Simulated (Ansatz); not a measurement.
# Dielectric response of MgTe (110) films, part 4 of 5

How well do thin zincblende MgTe (110) films screen a perpendicular field?

Ansatz 0.2.0; plane-wave DFT, LDA, Ansatz PAW.

So far. Step 14 (Response with the atoms held, 16 atoms, units 8): The induced dipole is that of a conductor 15.38 Å thick. Step 15 (Relaxation, 24 atoms, units 12): The gap is 2.42 eV, with the valence edge 6.06 eV and the conduction edge 3.63 eV under the upper vacuum level.

**17. Single point on the relaxed film, 24 atoms, units 12**

The next thickness, treated alike, so that differences show the interior and the faces cancel.

input.yaml reads:

```yaml
crystal:
  lattice:
    - [4.53962554, 0.0, 0.0]
    - [0.0, 6.42, 0.0]
    - [0.0, 0.0, 42.9679404437]
  atoms:
    - { symbol: Mg, position: [0.5, 0.566999394, 0.2267450733] }
    - { symbol: Te, position: [0.0, 0.7647410082, 0.2098073485] }
    - { symbol: Mg, position: [0.0, -0.0081413722, 0.263501545] }
    - { symbol: Te, position: [0.5, 0.239234977, 0.2669922519] }
    - { symbol: Mg, position: [0.5, 0.4938889321, 0.3190452043] }
    - { symbol: Te, position: [0.0, 0.7431060619, 0.3169342149] }
    - { symbol: Mg, position: [0.0, -0.0076619655, 0.3693740853] }
    - { symbol: Te, position: [0.5, 0.2394350201, 0.3705750211] }
    - { symbol: Mg, position: [0.5, 0.4938719168, 0.4223832004] }
    - { symbol: Te, position: [0.0, 0.7407899437, 0.4216638855] }
    - { symbol: Mg, position: [0.0, -0.0066172723, 0.4737217109] }
    - { symbol: Te, position: [0.5, 0.2403256358, 0.4742660728] }
    - { symbol: Mg, position: [0.5, 0.4933837168, 0.5262782006] }
    - { symbol: Te, position: [0.0, 0.7403269801, 0.5257339782] }
    - { symbol: Mg, position: [0.0, -0.0061253975, 0.5776167005] }
    - { symbol: Te, position: [0.5, 0.2407921957, 0.578336164] }
    - { symbol: Mg, position: [0.5, 0.4923427124, 0.63062577] }
    - { symbol: Te, position: [0.0, 0.7394400239, 0.6294250368] }
    - { symbol: Mg, position: [0.0, -0.0061051048, 0.6809547575] }
    - { symbol: Te, position: [0.5, 0.2431121645, 0.6830658079] }
    - { symbol: Mg, position: [0.5, 0.4918650475, 0.7364985386] }
    - { symbol: Te, position: [0.0, 0.7392419048, 0.7330077572] }
    - { symbol: Mg, position: [0.0, 0.0670063051, 0.7732549164] }
    - { symbol: Te, position: [0.5, 0.2647471721, 0.7901927584] }
kpoints:
  mp_grid: { grid: [6, 4, 1] }
hamiltonian:
  xc: lda
scf:
  occupations: { method: fixed }
  convergence: { dr2_threshold: 1.0e-09 }
efield:
  axis: 3
  dipole_correction: true
  ramp_position: 0.97
  ramp_width: 0.06
output:
  eigenvalues: true
  dos: { projected: true, e_range: [-7, 7] }
  write_potential: true
  write_density: true
  volumetric_format: npy
checkpoint:
  write: end12.run
  compress: false
  write_wavefunctions: false
```

On the command line:

```console
$ ansatz run input.yaml --threads 4 --pin off --max-ram 8192MiB --backend cpu --events-out ev --progress --plain --runs-dir out
```

Numbers of over 12 decimals in the logs are rounded to 6 here.

What it wrote:

```text
[...]
Crystal: 24 atoms, lattice volume = 1252.275 Å³
Basis set: ecut = 420 eV, 24501 PW (Γ)
Bands: 188, of which v1, the nominal top of the filled ones, is band 156 counted from 1 (155 counted from 0)
Symmetry: 2 space group operations
k-points: 12 of 24 (time reversal used)
[...]
k-point 0: bands = [... 152 lower, 0.4277, 0.4381, 0.4402, 0.4522, 2.8757, 3.1082, 3.2342, 3.3489, ... 28 higher]
  k-point 1: bands = [... 152 lower, 0.2688, 0.2848, 0.3724, 0.3823, 3.4962, 3.5544, 3.6810, 3.7941, ... 28 higher]
  k-point 2: bands = [... 152 lower, 0.1487, 0.1487, 0.2936, 0.2936, 3.6345, 3.6346, 3.7937, 3.7937, ... 28 higher]
  k-point 11: bands = [... 152 lower, 0.0857, 0.0857, 0.3193, 0.3194, 3.6899, 3.6899, 3.9836, 3.9836, ... 28 higher]
[key lines of the parts left out:]
SCF converged after 10 iterations
Free energy (F): -104764.314404 eV
Fermi energy:    0.452233 eV
Dipole field:    D = 0.000002 V/Å  (p = 0.000012 e·Å, saw-weighted, corrected)
Work function:   Φ+ = 6.0572 eV   Φ− = 6.0572 eV
```

Elapsed: 4.2 min, on 4 threads of Arm Neoverse N1, shared host; peak memory 5.6 GiB.

Running mean over 2.27 Å of the planar mean; the ramp of the sawtooth is left out. Electron's electrostatic potential energy less the highest filled level against z:

```
z (Å)  electron's electrostatic potential energy less the highest filled level (eV)
    4                                                                          6.06
    5                                                                          6.06
    6                                                                          6.03
    7                                                                          5.67
    8                                                                          4.18
    9                                                                          1.38
   10                                                                       -0.0920
   11                                                                        -0.317
   12                                                                         0.275
   13                                                                         0.427
   14                                                                         0.389
   15                                                                         0.226
   16                                                                         0.351
   17                                                                         0.390
   18                                                                         0.359
   19                                                                         0.286
   20                                                                         0.347
   21                                                                         0.332
   22                                                                         0.331
   23                                                                         0.344
   24                                                                         0.289
   25                                                                         0.356
   26                                                                         0.388
   27                                                                         0.354
   28                                                                         0.218
   29                                                                         0.391
   30                                                                         0.439
   31                                                                         0.255
   32                                                                        -0.352
   33                                                                       -0.0293
   34                                                                          1.44
   35                                                                          4.24
   36                                                                          5.70
   37                                                                          6.04
   38                                                                          6.06
   39                                                                          6.06
```

The gap is 2.42 eV, with the valence edge 6.06 eV and the conduction edge 3.63 eV under the upper vacuum level.

**18. Single point, 24 atoms, units 12, field 0.1 V/Å**

input.yaml: that of step 17 with these lines changed.

```diff
@@ -36,3 +36,3 @@
   occupations: { method: fixed }
-  convergence: { dr2_threshold: 1.0e-09 }
+  convergence: { dr2_threshold: 1.0e-10 }
 efield:
@@ -42,5 +42,4 @@
   ramp_width: 0.06
+  amplitude: 0.1
 output:
-  eigenvalues: true
-  dos: { projected: true, e_range: [-7, 7] }
   write_potential: true
@@ -48,5 +47 @@
   volumetric_format: npy
-checkpoint:
-  write: end12.run
-  compress: false
-  write_wavefunctions: false
```

What it wrote:

```text
[...]
Crystal: 24 atoms, lattice volume = 1252.275 Å³
Basis set: ecut = 420 eV, 24501 PW (Γ)
Bands: 188, of which v1, the nominal top of the filled ones, is band 156 counted from 1 (155 counted from 0)
Symmetry: 2 space group operations
k-points: 12 of 24 (time reversal used)
[...]
k-point 0: bands = [... 152 lower, 0.4498, 0.4655, 0.5552, 0.6082, 2.8112, 3.1105, 3.2063, 3.3688, ... 28 higher]
  k-point 1: bands = [... 152 lower, 0.3090, 0.3372, 0.4658, 0.5355, 3.3656, 3.5566, 3.6913, 3.7724, ... 28 higher]
  k-point 2: bands = [... 152 lower, 0.1047, 0.1895, 0.3559, 0.4851, 3.5550, 3.5830, 3.7693, 3.8208, ... 28 higher]
  k-point 11: bands = [... 152 lower, 0.0096, 0.1394, 0.2489, 0.5143, 3.5498, 3.7513, 3.9835, 4.0148, ... 28 higher]
[key lines of the parts left out:]
SCF converged after 13 iterations
Free energy (F): -104764.332713 eV
Fermi energy:    0.608168 eV
Dipole field:    D = 0.052916 V/Å  (p = 0.366205 e·Å, saw-weighted, corrected)
```

The job ended after 4.4 min (4 threads; peak memory 5.5 GiB; 17 min of CPU time).

The dipole is 0.366 e·Å, and the gap on the mesh 2.203 eV.

**19. Atoms held, 24 atoms, units 12, field -0.1 V/Å**

input.yaml: that of step 18 with these lines changed.

```diff
@@ -42,3 +42,3 @@
   ramp_width: 0.06
-  amplitude: 0.1
+  amplitude: -0.1
 output:
```

What it wrote:

```text
[...]
Crystal: 24 atoms, lattice volume = 1252.275 Å³
Basis set: ecut = 420 eV, 24501 PW (Γ)
Bands: 188, of which v1, the nominal top of the filled ones, is band 156 counted from 1 (155 counted from 0)
Symmetry: 2 space group operations
k-points: 12 of 24 (time reversal used)
[...]
k-point 0: bands = [... 152 lower, 0.4497, 0.4655, 0.5552, 0.6082, 2.8112, 3.1105, 3.2063, 3.3688, ... 28 higher]
  k-point 1: bands = [... 152 lower, 0.3090, 0.3372, 0.4658, 0.5355, 3.3656, 3.5566, 3.6913, 3.7724, ... 28 higher]
  k-point 2: bands = [... 152 lower, 0.1047, 0.1895, 0.3559, 0.4851, 3.5550, 3.5830, 3.7693, 3.8208, ... 28 higher]
  k-point 11: bands = [... 152 lower, 0.0096, 0.1395, 0.2489, 0.5143, 3.5498, 3.7513, 3.9835, 4.0148, ... 28 higher]
[key lines of the parts left out:]
SCF converged after 13 iterations
Free energy (F): -104764.332714 eV
Fermi energy:    0.608156 eV
Dipole field:    D = -0.052917 V/Å  (p = -0.366209 e·Å, saw-weighted, corrected)
```

Elapsed: 4.4 min, on 4 threads; peak memory 5.5 GiB; 17 min of CPU time.

The dipole is -0.366 e·Å, and the gap on the mesh 2.203 eV.

**20. Response with the atoms held, 24 atoms, units 12**

This step: plane-wave DFT, LDA, Ansatz PAW; response to a field along the normal, atoms held (Ansatz 0.2.0).

Local field over the applied field, running mean. From the potentials at -0.1 and 0.1 V/Å; running mean over 2.27 Å, taken twice. Local field over applied field against z:

```
z (Å)  local field over applied field
    6                           0.940
    8                           0.527
   10                           0.173
   12                           0.173
   14                           0.173
   16                           0.177
   18                           0.176
   20                           0.178
   22                           0.176
   24                           0.178
   26                           0.176
   28                           0.177
   30                           0.172
   32                           0.164
   34                           0.292
   36                           0.791
   38                           0.991
```

The induced dipole is that of a conductor 22.74 Å thick.

**21. Relaxing in the field, 24 atoms, units 12, field 0.05 V/Å**

This step: plane-wave DFT, LDA, Ansatz PAW (Ansatz 0.2.0).

The same pair of relaxations in the field for this thickness.

input.yaml: that of step 19 with these lines changed.

```diff
@@ -42,3 +42,6 @@
   ramp_width: 0.06
-  amplitude: -0.1
+  amplitude: 0.05
+relax:
+  f_tol: 0.0006
+  max_steps: 70
 output:
```

What it wrote:

```text
[...]
Crystal: 24 atoms, lattice volume = 1252.275 Å³
Basis set: ecut = 420 eV, 24501 PW (Γ)
Bands: 188, of which v1, the nominal top of the filled ones, is band 156 counted from 1 (155 counted from 0)
Symmetry: 2 space group operations
k-points: 12 of 24 (time reversal used)
[...]
- { symbol: Mg, position: [0.5, 0.491929, 0.630632] }
    - { symbol: Te, position: [0.0, 0.738999, 0.629391] }
    - { symbol: Mg, position: [0.0, -0.00668603, 0.681001] }
    - { symbol: Te, position: [0.5, 0.242501, 0.682991] }
    - { symbol: Mg, position: [0.5, 0.490901, 0.736514] }
    - { symbol: Te, position: [0.0, 0.738481, 0.732986] }
    - { symbol: Mg, position: [0.0, 0.065690, 0.773396] }
    - { symbol: Te, position: [0.5, 0.263852, 0.790160] }
[key lines of the parts left out:]
SCF converged after 7 iterations
Free energy (F): -104764.319284 eV
Fermi energy:    0.494976 eV
Dipole field:    D = 0.028193 V/Å  (p = 0.195113 e·Å, saw-weighted, corrected)
```

The job ended after 11 min (4 threads; peak memory 4.8 GiB).

Step by step:

| step | energy less that of the first step (eV) | largest force component (eV/Å) |
| --- | --- | --- |
| 1 | 0.0000 | 0.0184 |
| 2 | 0.0000 | 0.0189 |
| 3 | -0.0003 | 0.0010 |
| 4 | -0.0003 | 0.0004 |
| 5 | -0.0003 | 0.0002 |

Forces are held to the 2 operations that the run works with; a distortion that breaks them can't arise in this run.

The atoms that moved most (Å):

```csv
atom,dx,dy,dz,length
Mg23,0.000,-0.008,0.006,0.010
Mg1,0.000,0.009,0.005,0.010
Mg21,0.000,-0.006,0.001,0.006
Te24,0.000,-0.006,-0.001,0.006
Mg3,0.000,0.006,0.000,0.006
Te2,0.000,0.005,-0.002,0.006
Te4,0.000,0.005,-0.001,0.006
Te6,0.000,0.004,-0.003,0.005
```

Final coordinates:

```xyz
24
Lattice="4.5396 0.0000 0.0000 0.0000 6.4200 0.0000 0.0000 0.0000 42.9679" Properties=species:S:1:pos:R:3
Mg    2.2698    3.6487    9.7480
Te    0.0000    4.9151    9.0132
Mg    0.0000   -0.0465   11.3222
Te    2.2698    1.5413   11.4710
Mg    2.2698    3.1750   13.7106
Te    0.0000    4.7751   13.6153
Mg    0.0000   -0.0465   15.8725
Te    2.2698    1.5398   15.9212
Mg    2.2698    3.1721   18.1504
Te    0.0000    4.7573   18.1159
Mg    0.0000   -0.0419   20.3560
Te    2.2698    1.5434   20.3764
Mg    2.2698    3.1672   22.6143
Te    0.0000    4.7524   22.5877
Mg    0.0000   -0.0414   24.8206
Te    2.2698    1.5439   24.8474
Mg    2.2698    3.1582   27.0970
Te    0.0000    4.7444   27.0437
Mg    0.0000   -0.0429   29.2612
Te    2.2698    1.5569   29.3467
Mg    2.2698    3.1516   31.6465
Te    0.0000    4.7411   31.4949
Mg    0.0000    0.4217   33.2312
Te    2.2698    1.6939   33.9515
```

The relaxation took 5 steps and lowered the energy by 3.0e-4 eV; the largest force on the free atoms ends at 2.2e-4 eV/Å.

The dipole is 0.195 e·Å, and the gap on the mesh 2.371 eV.

**22. Relaxing in the field, 24 atoms, units 12, field -0.05 V/Å**

The opposite sign, again from the field-free geometry; the difference of the two cancels what relaxes without a field.

input.yaml: that of step 21 with these lines changed.

```diff
@@ -42,3 +42,3 @@
   ramp_width: 0.06
-  amplitude: 0.05
+  amplitude: -0.05
 relax:
```

What it wrote:

```text
[...]
Crystal: 24 atoms, lattice volume = 1252.275 Å³
Basis set: ecut = 420 eV, 24501 PW (Γ)
Bands: 188, of which v1, the nominal top of the filled ones, is band 156 counted from 1 (155 counted from 0)
Symmetry: 2 space group operations
k-points: 12 of 24 (time reversal used)
[...]
- { symbol: Mg, position: [0.5, 0.492771, 0.630596] }
    - { symbol: Te, position: [0.0, 0.739857, 0.629464] }
    - { symbol: Mg, position: [0.0, -0.00543787, 0.680910] }
    - { symbol: Te, position: [0.5, 0.243804, 0.683129] }
    - { symbol: Mg, position: [0.5, 0.492775, 0.736497] }
    - { symbol: Te, position: [0.0, 0.740092, 0.733034] }
    - { symbol: Mg, position: [0.0, 0.068356, 0.773133] }
    - { symbol: Te, position: [0.5, 0.265607, 0.790235] }
[key lines of the parts left out:]
SCF converged after 7 iterations
Free energy (F): -104764.319284 eV
Fermi energy:    0.494961 eV
Dipole field:    D = -0.028195 V/Å  (p = -0.195121 e·Å, saw-weighted, corrected)
```

Wall time 11 min (4 threads); peak memory 4.8 GiB.

Relaxation path:

```csv
step,energy less that of the first step (eV),largest force component (eV/Å)
1,0.0000,0.0184
2,0.0000,0.0189
3,-0.0003,0.0010
4,-0.0003,0.0004
5,-0.0003,0.0002
```

The run keeps the 2 symmetry operations that it works with, so distortions that break them were not tested.

The atoms that moved most (Å):

| atom | dx | dy | dz | length |
| --- | --- | --- | --- | --- |
| Mg1 | 0.000 | -0.008 | -0.006 | 0.010 |
| Mg23 | 0.000 | 0.009 | -0.005 | 0.010 |
| Mg3 | 0.000 | -0.006 | -0.001 | 0.006 |
| Te2 | 0.000 | -0.006 | 0.001 | 0.006 |
| Mg21 | 0.000 | 0.006 | 0.000 | 0.006 |
| Te24 | 0.000 | 0.006 | 0.002 | 0.006 |
| Te22 | 0.000 | 0.005 | 0.001 | 0.006 |
| Te20 | 0.000 | 0.004 | 0.003 | 0.005 |

Final coordinates:

```xyz
24
Lattice="4.5396 0.0000 0.0000 0.0000 6.4200 0.0000 0.0000 0.0000 42.9679" Properties=species:S:1:pos:R:3
Mg    2.2698    3.6316    9.7367
Te    0.0000    4.9038    9.0164
Mg    0.0000   -0.0585   11.3214
Te    2.2698    1.5310   11.4731
Mg    2.2698    3.1670   13.7067
Te    0.0000    4.7668   13.6212
Mg    0.0000   -0.0519   15.8710
Te    2.2698    1.5343   15.9243
Mg    2.2698    3.1686   18.1473
Te    0.0000    4.7539   18.1206
Mg    0.0000   -0.0429   20.3536
Te    2.2698    1.5424   20.3803
Mg    2.2698    3.1681   22.6120
Te    0.0000    4.7534   22.5916
Mg    0.0000   -0.0379   24.8176
Te    2.2698    1.5474   24.8520
Mg    2.2698    3.1636   27.0954
Te    0.0000    4.7499   27.0468
Mg    0.0000   -0.0349   29.2573
Te    2.2698    1.5652   29.3526
Mg    2.2698    3.1636   31.6458
Te    0.0000    4.7514   31.4970
Mg    0.0000    0.4388   33.2199
Te    2.2698    1.7052   33.9548
```

The relaxation took 5 steps and lowered the energy by 3.0e-4 eV; the largest force on the free atoms ends at 2.2e-4 eV/Å.

The dipole is -0.195 e·Å, and the gap on the mesh 2.371 eV.

**23. Response with the atoms relaxed, 24 atoms, units 12**

This step: plane-wave DFT, LDA, Ansatz PAW; response to a field along the normal, atoms relaxed (Ansatz 0.2.0).

Numbers from this step:

| Item | Value |
| --- | --- |
| equivalent conductor thickness p/(ε₀AE) | 24.23 Å |
| inner field over outer field | 0.1292 |
| local ε in the middle | 7.741 |

(Part 4 of 5 ends here.)

[Logs are printed without paths, hosts, clocks, repeated set-up lines and the standing remarks that a program may print on its own settings, such as how far it seeks lower states.]

[Hosts, paths, dates, database ids (printed as entryN), source tags and the programs' standing remarks are cut or masked in the printed files.]

[Maps of the electrostatic potential energy from Ansatz leave out the sawtooth potential of an applied field or a dipole correction, so their vacuum need not be flat; planar profiles and work functions include it.]
